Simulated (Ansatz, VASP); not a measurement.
## Two plane-wave programs on GaAs

```
CELL_PARAMETERS angstrom
0.00000 2.78125 2.92031
2.78125 0.00000 2.92031
2.78125 2.78125 0.00000
ATOMIC_POSITIONS crystal
Ga 0.00000 0.00000 0.00000
As 0.75000 0.75000 0.75000
```

Alike in both runs: task single point; functional PBE; k mesh 8 × 8 × 8; occupations gaussian, width 0.05 eV; no spin polarisation.

|  | VASP | Ansatz |
| --- | --- | --- |
| version | VASP 6.6.1 | Ansatz 0.2.0 |
| potentials or method | VASP PAW PBE potentials, release 64 (Ga_d, As) | scalar-relativistic, plane waves, PAW |
| plane-wave cutoff (eV) | 520 | 420 |
| valence electrons in the cell | 18 | 28 |

```tsv
	VASP	Ansatz	Ansatz less VASP
gap on the k mesh at the Fermi level (eV)	0.40	0.40	-0.004
least direct gap on the mesh (eV)	0.40	0.40	-0.004
pressure (GPa)	3.4	3.2	-0.18
largest component of the traceless stress (GPa)	2.11	2.11	+0.005
```

The two sets of potentials don't hold the same shells in valence.
